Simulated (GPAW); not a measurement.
# Core-hole calculation of the P K edge in zinc-blende (GaP)₁₋ₓ(InP)ₓ at x = 0.75, part 2 of 3

Aim: the P K edge in zinc-blende (GaP)₁₋ₓ(InP)ₓ at x = 0.75, one member of a composition series.

GPAW 26.7.0; X-ray absorption from dipole matrix elements to empty bands, plane-wave PAW LDA.

So far. Step 3 (Ground state of the crystal): The mesh shows a gap of 0.47 eV. The excited electron is kept all the same, so that all members of the series, with or without a gap, are treated alike.

## 5. Spectrum with XCH, P atom 6

The holes are 8.2 Å apart. In GPAW the data set carries the hole's charge, so charge=0 means a charged cell and charge=-1 a neutral one. The excited electron is kept in the cell, where it fills the lowest empty states and screens the hole. After the field has converged, empty bands are computed with the density fixed and the dipole matrix elements are summed.

The absorber has 1 Ga at 2.40 Å and 3 In at 2.53 Å (distorted tetrahedral).

Contents of xas.py:

```python
import numpy as np
from ase import Atoms
from ase.parallel import parprint, paropen
from gpaw import GPAW, PW, FermiDirac, Mixer, MixerDif, setup_paths
from gpaw.test import gen
setup_paths.insert(0, '.')
gen('P', name='fch1s', xcname='LDA', corehole=(1, 0, 1), write_xml=True)
from gpaw.mpi import world
world.barrier()

atoms = Atoms('InPInPInPInPInPInPGaPGaP',
    cell=[[0, 5.7645, 5.7645],
     [5.7645, 0, 5.7645],
     [5.7645, 5.7645, 0]],
    scaled_positions=[[0.9995554, 0.0017529, 0.9997823],
     [0.124951, 0.1253411, 0.1261071],
     [0.0000257, 0.9986576, 0.5012259],
     [0.1246844, 0.125446, 0.6248046],
     [0.9985174, 0.5008932, 0.0010294],
     [0.1388725, 0.6223222, 0.1191852],
     [0.0003671, 0.5012174, 0.4985275],
     [0.1391762, 0.6195982, 0.6210516],
     [0.5004157, 0.0018394, 0.9995155],
     [0.6202652, 0.1404752, 0.1211689],
     [0.5000471, 0.999901, 0.5008708],
     [0.6204985, 0.1402564, 0.6199727],
     [0.4993244, 0.5007382, 0.0005155],
     [0.6147842, 0.6180131, 0.1341259],
     [0.4994606, 0.500687, 0.5003109],
     [0.6161453, 0.6163195, 0.6341214]],
    pbc=True)
atoms.calc = calc = GPAW(legacy_gpaw=True, mode=PW(400, force_complex_dtype=True), xc='LDA', setups={5: 'fch1s'},
    kpts={'size': (3, 3, 3), 'gamma': True}, occupations=FermiDirac(0.04),
    charge=-1, mixer=Mixer(0.1, 5, 50), maxiter=150,
    convergence={'density': 0.0001, 'eigenstates': 1e-6}, txt='scf.txt')
energy = atoms.get_potential_energy() + calc.get_reference_energy()
ef = calc.get_fermi_level()
out = dict(energy=energy, fermi=ef, forces=atoms.get_forces().tolist())
parprint(f'all-electron energy {energy:.4f} eV, Fermi level {ef:.4f} eV')
ev = np.array([[calc.get_eigenvalues(k, s) for k in range(len(calc.get_ibz_k_points()))] for s in range(calc.get_number_of_spins())])
out['homo'], out['lumo'], out['counts'] = ev[ev < ef].max(), ev[ev > ef].min(), sorted(set((ev < ef).sum((0, 2)).tolist()))
out['filled'] = (ev[:, 0] < ef).sum(1).tolist()

from ase.units import Ha
from gpaw.xas import dipole_matrix_elements
nb = int(calc.get_number_of_electrons() / 2) + 196
top, nb = nb, nb + 8 + nb // 12
nscf = calc.fixed_density(kpts={'size': (4, 4, 4), 'gamma': True}, nbands=nb,
    convergence={'bands': top, 'eigenstates': 5e-3}, maxiter=60, txt='nscf.txt')
cell = atoms.cell.array
ops = [cell.T @ U.T @ np.linalg.inv(cell.T) for U in nscf.wfs.kd.symmetry.op_scc]
filled = [62]  # bands filled in the ground state, by spin
E = np.arange(-6, 30, 0.1)
fwhm = np.interp(E, [4, 25], [0.9, 3.5])
Y, X, zero, highest = 0, 0, 1e9, 1e9
for spin in range(nscf.get_number_of_spins()):
    wfs = nscf.wfs
    mine = wfs.bd.get_slice()  # this rank's bands
    A = dipole_matrix_elements(wfs.setups[5])
    eps = np.zeros((wfs.kd.nibzkpts, nb))
    d = np.zeros((3, A.shape[1], wfs.kd.nibzkpts, nb), complex)
    for kpt in wfs.kpt_u:
        if kpt.s == spin and 5 in kpt.P_ani:
            eps[kpt.k, mine] = kpt.eps_n * Ha
            d[:, :, kpt.k, mine] = (kpt.weight * wfs.nspins / 2) ** 0.5 * np.inner(A, kpt.P_ani[5])
    world.sum(eps)
    world.sum(d)
    T = np.einsum('amkn,bmkn->abkn', d, d.conj()).real
    T = sum(np.einsum('ai,ijkn,bj->abkn', R, T, R) for R in ops) / len(ops)
    empty = np.ones_like(eps, bool) & (np.arange(nb) >= filled[spin])
    zero, highest = min(zero, eps[empty].min()), min(highest, eps[:, top - 1].min())
    lines = [(eps, T, empty)] if spin == 0 else lines + [(eps, T, empty)]
for eps, T, empty in lines:
    f = np.einsum('aakn->akn', T).reshape(3, -1)
    x = eps.ravel() - zero
    w = np.interp(x, E, fwhm) / 2.35482
    g = np.exp(-0.5 * ((E[:, None] - x) / w) ** 2) / (w * (2 * np.pi) ** 0.5)
    Y = Y + (f * empty.ravel()) @ g.T
    X = X + (f * ~empty.ravel()) @ g.T
out.update(E=E.round(2).tolist(), xas=Y.tolist(), xes=X.tolist(), zero=zero, valid=highest - zero, nk=len(eps), nb=nb)
for i in range(0, len(E), 10):
    parprint(f'{E[i]:7.2f}', *(f'{v:10.3e}' for v in Y[:, i]))
import json
with paropen('out.json', 'w') as f:
    json.dump(out, f)
```

Started as:

```
$ OMP_NUM_THREADS=1 mpirun -n 4 gpaw python xas.py
```

Numbers of over 12 decimals in the logs are rounded to 6 here.

What it wrote:

```text
Input parameters:
  charge: -1
  convergence: {density: 0.0001,
                eigenstates: 1e-06}
  kpts: {gamma: True,
         size: (3, 3, 3)}
  maxiter: 150
  mixer: {backend: pulay,
          beta: 0.1,
          method: separate,
          nmaxold: 5,
          weight: 50}
  mode: {ecut: 400.0,
         force_complex_dtype: True,
         name: pw}
  occupations: {fixmagmom: False,
                name: fermi-dirac,
                width: 0.04}
  setups: {5: fch1s}

Initialize ...

[... PAW data sets ...]

Reference energy: -1136645.140046  # eV

Spin-paired calculation

[... convergence settings ...]
Symmetries present (total): 1
  [... symmetry matrices ...]

27 k-points: 3 x 3 x 3 Monkhorst-Pack grid
14 k-points in the irreducible part of the Brillouin zone
       k-points in crystal coordinates                weights
   0:     0.00000000    0.00000000    0.00000000          1/27
   1:     0.00000000    0.00000000    0.33333333          2/27
   2:     0.00000000    0.33333333   -0.33333333          2/27
   3:     0.00000000    0.33333333    0.00000000          2/27
   4:     0.00000000    0.33333333    0.33333333          2/27
   5:     0.33333333   -0.33333333   -0.33333333          2/27
   6:     0.33333333   -0.33333333    0.00000000          2/27
   7:     0.33333333   -0.33333333    0.33333333          2/27
   8:     0.33333333    0.00000000   -0.33333333          2/27
   9:     0.33333333    0.00000000    0.00000000          2/27
          ...
  13:     0.33333333    0.33333333    0.33333333          2/27

Wave functions: Plane wave expansion
  Cutoff energy: 400.000 eV
  Number of coefficients (min, max): 6879, 6975
  Pulay-stress correction: 0.000000 eV/Ang^3 (de/decut=0.000000)
  Using FFTW library
  Wavefunction extrapolation:
    Improved wavefunction reuse through dual PAW basis

Occupation numbers: Fermi-Dirac:
  width: 0.0400  # eV

Eigensolver
   Davidson(niter=2)

Densities:
  Coarse grid: 40*40*40 grid
  Fine grid: 80*80*80 grid
  Total Charge: 0.000000

Density mixing:
  Method: separate
  Backend: pulay
  Linear mixing parameter: 0.1
  old densities: 5
  Width of damping distribution: 1.1
  Damping of long wavelength oscillations: 50

[... Hamiltonian set-up ...]
Number of atoms: 16
Number of atomic orbitals: 94
Number of bands in calculation: 79
Number of valence electrons: 125
Bands to converge: occupied

... initialized

Initializing position-dependent things.

Density initialized from atomic densities
Creating initial wave functions:
  79 bands from LCAO basis set

              In         In In
                         P

                P
                     Ga
                  P
            Ga         In In
         P             P

              P    In
                P

       P

Atomic positions and initial magnetic moments

Positions:
   0 In     5.773350   11.525182    5.772042    ( 0.0000,  0.0000,  0.0000)
   1 P      1.449473    1.447224    1.442809    ( 0.0000,  0.0000,  0.0000)
   2 In     8.646078    2.889465    5.756910    ( 0.0000,  0.0000,  0.0000)
   3 P      4.324820    4.320429    1.441877    ( 0.0000,  0.0000,  0.0000)
   4 In     2.893333    5.761888    8.643352    ( 0.0000,  0.0000,  0.0000)
   5 P      4.274419    1.487574    4.387907    ( 0.0000,  0.0000,  0.0000)
   6 In     5.763029    2.875878    2.891384    ( 0.0000,  0.0000,  0.0000)
[...]
13 P      4.335705    4.317092    7.106460    ( 0.0000,  0.0000,  0.0000)
  14 Ga     5.770252    5.763183    5.765351    ( 0.0000,  0.0000,  0.0000)
  15 P      7.208167    7.207162    7.104543    ( 0.0000,  0.0000,  0.0000)

Unit cell:
           periodic     x           y           z      points  spacing
  1. axis:    yes    0.000000    5.764500    5.764500    40     0.1664
  2. axis:    yes    5.764500    0.000000    5.764500    40     0.1664
  3. axis:    yes    5.764500    5.764500    0.000000    40     0.1664

  Lengths:   8.152234   8.152234   8.152234
  Angles:   60.000000  60.000000  60.000000

Effective grid spacing dv^(1/3) = 0.1816

iter:   1   -96.006491
iter:   2   -93.149953   -1.53  -1.08
iter:   3   -89.786526   -1.19  -1.14
iter:   4   -89.986552   -2.07  -1.40
iter:   5   -89.538976   -2.18  -1.42
iter:   6   -89.478138   -2.60  -1.89
iter:   7   -89.462113   -3.44  -2.18
iter:   8   -89.463829c  -3.95  -2.78
iter:   9   -89.460412c  -4.34  -2.69
iter:  10   -89.460367c  -5.30  -3.15
iter:  11   -89.460306c  -6.08c -3.26
iter:  12   -89.460218c  -5.63  -3.42
iter:  13   -89.460216c  -6.75c -3.82
iter:  14   -89.460213c  -6.69c -3.89
iter:  15   -89.460213c  -7.61c -4.09c

Converged after 15 iterations.

Dipole moment: (-21.855603, -21.137325, -19.706909) |e|*Ang

Energy contributions relative to reference atoms: (reference = -1136645.140046)

Kinetic:       +185.080555
Potential:     -173.704338
External:        +0.000000
XC:            -102.498261
Entropy (-ST):   -0.011399
Local:           +1.667531
SIC:             +0.000000
--------------------------
Free energy:    -89.465913
Extrapolated:   -89.460213

Showing only first 2 kpts
 Kpt  Band  Eigenvalues  Occupancy
  0    60      4.59544    2.00000
  0    61      4.61315    2.00000
  0    62      4.81709    2.00000
  0    63      5.64105    1.99997

  1    60      4.27988    2.00000
  1    61      4.30910    2.00000
  1    62      5.69565    1.99986
[...]
Fermi level: 6.07939

No gap
No difference between direct/indirect transitions

Forces in eV/Ang:
  0 In    0.42939   -0.41040    0.25154
  1 P    -0.01392    0.09398    0.02210
  2 In    0.06710   -0.07354   -0.12491
  3 P    -0.10168    0.00830    0.03157
  4 In   -0.26416   -0.47561   -0.39340
  5 P    -0.08220    0.07268    0.04994
  6 In    0.48842    0.26482   -0.42519
[...]
13 P     0.11414   -0.01252   -0.05976
 14 Ga   -0.07782    0.07797    0.10777
 15 P     0.02158   -0.11873   -0.05320
Scalar-relativistic atomic LDA calculation for P (Phosphorus, Z=15)
Core hole in 1s state (1s occupation: 1.0)
450 radial gridpoints.
|------------------------------------------------|
|------------------------------------------------|
[... the atom generator's iteration count ...]

Energy contributions:
-------------------------
Kinetic:     +261.768075
XC:           -17.966184
Potential:   -505.274962
-------------------------
Total:       -261.473071

state      eigenvalue         ekin         rmax
-----------------------------------------------
1s^1.0 :   -82.316117   109.824186        0.067
2s^2.0 :    -7.841975    17.549438        0.402
2p^6.0 :    -6.203561    17.373857        0.327
3s^2.0 :    -0.984498     2.880452        1.418
3p^3.0 :    -0.625684     2.280322        1.541
-----------------------------------------------
(units: Bohr and Hartree)

Generating PAW setup
Kinetic energy of the core from tauc = 249.749155
Cutoffs:
rc(s)=1.800
rc(p)=1.800
rc(d)=1.800
rc(vbar)=1.620
rc(comp)=1.800
rc(nct)=1.800

Kinetic energy of the core states: 249.166204
Charge: 1.0
Core electrons: 9.0
Valence electrons: 5.0
Pseudo-core charge: 0.082129
Shape function alpha=3.086
Pseudo-electron charge 5.474914
state    eigenvalue         norm
--------------------------------
3s(2) :    -0.984498     1.193424
*s    :     0.015502
3p(3) :    -0.625684     1.001979
*p    :     0.374316
*d    :     0.000000
--------------------------------

Diagonalizing with gridspacing h=0.050

state   all-electron     PAW
-------------------------------
3s:      -0.984498    -0.984928
3p:      -0.625684    -0.626173
*d:                   -0.152187
*f:                   -0.017358
-------------------------------
all-electron energy -1136734.6003 eV, Fermi level 6.0794 eV
[...]
27.00  3.416e-06  3.407e-06  3.331e-06
  28.00  3.062e-06  3.054e-06  3.009e-06
  29.00  2.967e-06  2.962e-06  2.964e-06
```

Wall time 8.1 min (4 MPI ranks of Arm Neoverse V2, shared host); peak memory 0.85 GiB.

The P K spectrum, P atom 6, excited-electron core hole (neutral cell) (energy from the bottom of the conduction band, which holds the excited electron; intensity scaled to a mean of 1 over the first 20 eV):

```
E (eV)  isotropic  ε ∥ x  ε ∥ z
  -2.0       0.00   0.00   0.00
  -1.4       0.00   0.00   0.00
  -0.8       0.00   0.00   0.00
  -0.2       0.01   0.01   0.01
   0.4       0.12   0.12   0.12
   1.0       0.70   0.70   0.71
   1.6       1.58   1.59   1.56
   2.2       1.70   1.70   1.69
   2.8       1.53   1.53   1.54
   3.4       1.49   1.49   1.49
   4.0       2.15   2.12   2.19
   4.6       1.47   1.47   1.47
   5.2       1.16   1.17   1.15
   5.8       1.20   1.20   1.20
   6.4       1.54   1.54   1.54
   7.0       1.35   1.35   1.35
   7.6       1.09   1.08   1.09
   8.2       1.08   1.08   1.07
   8.8       0.94   0.95   0.93
   9.4       0.71   0.71   0.70
  10.0       0.59   0.59   0.59
  10.6       0.61   0.61   0.61
  11.2       0.70   0.70   0.70
  11.8       0.83   0.83   0.83
  12.4       0.96   0.96   0.95
  13.0       1.03   1.03   1.04
  13.6       1.03   1.03   1.04
  14.2       0.99   0.99   0.99
  14.8       0.93   0.93   0.93
  15.4       0.86   0.85   0.86
  16.0       0.78   0.78   0.79
  16.6       0.72   0.71   0.72
  17.2       0.66   0.66   0.66
  17.8       0.62   0.62   0.62
  18.4       0.62   0.63   0.62
  19.0       0.66   0.66   0.65
  19.6       0.71   0.71   0.70
  20.2       0.74   0.74   0.73
  20.8       0.76   0.76   0.75
  21.4       0.76   0.76   0.76
  22.0       0.77   0.77   0.78
  22.6       0.81   0.81   0.82
  23.2       0.88   0.87   0.89
  23.8       0.95   0.95   0.96
  24.4       1.01   1.01   1.02
  25.0       1.04   1.04   1.04
  25.6       1.03   1.04   1.02
  26.2       0.99   1.00   0.98
  26.8       0.93   0.94   0.91
  27.4       0.87   0.87   0.85
  28.0       0.82   0.82   0.81
```

Main maxima below 24 eV (height): 2.0 eV (1.71), 4.0 eV (2.15), 6.5 eV (1.55) and 13.3 eV (1.04). A K edge sees empty p states on the absorber.

The total-energy difference is 2146.94 eV. One term is added: -15.84 eV, since the hole is spin-paired here and a spin-polarised one costs that much less in the free atom (computed apart). The photon energy is then 2131.10 eV. The functional leaves an error in such absolute values: in the free atom LDA prices this hole 8.5 eV below PBE (computed apart), and PBE is itself good to a few eV.

## 6. Reference energy of the cell

The absorbing element, whose data set is made anew, changes for the next run, so it gets a reference energy of its own.

Contents of scf.py:

```python
import numpy as np
from ase import Atoms
from ase.parallel import parprint, paropen
from gpaw import GPAW, PW, FermiDirac, Mixer, MixerDif, setup_paths
from gpaw.test import gen
setup_paths.insert(0, '.')
gen('Ga', name='nch1s', xcname='LDA', corehole=(1, 0, 0), write_xml=True)
from gpaw.mpi import world
world.barrier()

atoms = Atoms('InPInPInPInPInPInPGaPGaP',
    cell=[[0, 5.7645, 5.7645],
     [5.7645, 0, 5.7645],
     [5.7645, 5.7645, 0]],
    scaled_positions=[[0.9995554, 0.0017529, 0.9997823],
     [0.124951, 0.1253411, 0.1261071],
     [0.0000257, 0.9986576, 0.5012259],
     [0.1246844, 0.125446, 0.6248046],
     [0.9985174, 0.5008932, 0.0010294],
     [0.1388725, 0.6223222, 0.1191852],
     [0.0003671, 0.5012174, 0.4985275],
     [0.1391762, 0.6195982, 0.6210516],
     [0.5004157, 0.0018394, 0.9995155],
     [0.6202652, 0.1404752, 0.1211689],
     [0.5000471, 0.999901, 0.5008708],
     [0.6204985, 0.1402564, 0.6199727],
     [0.4993244, 0.5007382, 0.0005155],
     [0.6147842, 0.6180131, 0.1341259],
     [0.4994606, 0.500687, 0.5003109],
     [0.6161453, 0.6163195, 0.6341214]],
    pbc=True)
atoms.calc = calc = GPAW(legacy_gpaw=True, mode=PW(400, force_complex_dtype=True), xc='LDA', setups={12: 'nch1s'},
    kpts={'size': (3, 3, 3), 'gamma': True}, occupations=FermiDirac(0.02),
    charge=0, mixer=Mixer(0.1, 5, 50), maxiter=150,
    convergence={'density': 0.0001, 'eigenstates': 1e-6}, txt='scf.txt')
energy = atoms.get_potential_energy() + calc.get_reference_energy()
ef = calc.get_fermi_level()
out = dict(energy=energy, fermi=ef, forces=atoms.get_forces().tolist())
parprint(f'all-electron energy {energy:.4f} eV, Fermi level {ef:.4f} eV')
ev = np.array([[calc.get_eigenvalues(k, s) for k in range(len(calc.get_ibz_k_points()))] for s in range(calc.get_number_of_spins())])
out['homo'], out['lumo'], out['counts'] = ev[ev < ef].max(), ev[ev > ef].min(), sorted(set((ev < ef).sum((0, 2)).tolist()))
out['filled'] = (ev[:, 0] < ef).sum(1).tolist()
import json
with paropen('out.json', 'w') as f:
    json.dump(out, f)
```

Started as:

```
$ OMP_NUM_THREADS=1 mpirun -n 4 gpaw python scf.py
```

What it wrote:

```text
Input parameters:
  convergence: {density: 0.0001,
                eigenstates: 1e-06}
  kpts: {gamma: True,
         size: (3, 3, 3)}
  maxiter: 150
  mixer: {backend: pulay,
          beta: 0.1,
          method: separate,
          nmaxold: 5,
          weight: 50}
  mode: {ecut: 400.0,
         force_complex_dtype: True,
         name: pw}
  occupations: {fixmagmom: False,
                name: fermi-dirac,
[...]
4s(2) :    -0.336865     1.140380
*s    :     0.663135
4p(1) :    -0.100461     1.012264
*p    :     0.899539
*d    :     0.000000
--------------------------------

Diagonalizing with gridspacing h=0.050

state   all-electron     PAW
-------------------------------
4s:      -0.336865    -0.337024
4p:      -0.100461    -0.100552
*d:                    0.030615
*f:                    0.065359
-------------------------------
all-electron energy -1138881.5420 eV, Fermi level 4.9682 eV
[key lines of the parts left out:]
Converged after 14 iterations.
Dipole moment: (-21.768930, -20.973719, -19.604348) |e|*Ang
Free energy:    -78.840829
Fermi level: 4.96821
```

It took 64 s on 4 MPI ranks; peak memory 0.36 GiB; 4.3 min of CPU time.

Reference energy: -1138881.542 eV with the cores included.

[end of part 2 of 3]

[Banner, clock and machine lines of the logs are left out without a mark of their own.]

[Logs are printed without paths, hosts, clocks, repeated set-up lines and the standing remarks that a program may print on its own settings, such as how far it seeks lower states.]

[Hosts, paths, dates, database ids (printed as entryN), source tags and the programs' standing remarks are cut or masked in the printed files.]

[Lists of maxima count a maximum above −3 eV only where it reaches 4 % of the highest in the window and stands out from its surroundings by 2 % of it (1.5 % where it reaches 55 %); shoulders and weaker maxima are passed over, and of the rest the first, up to two pre-edge ones and the few strongest are named.]
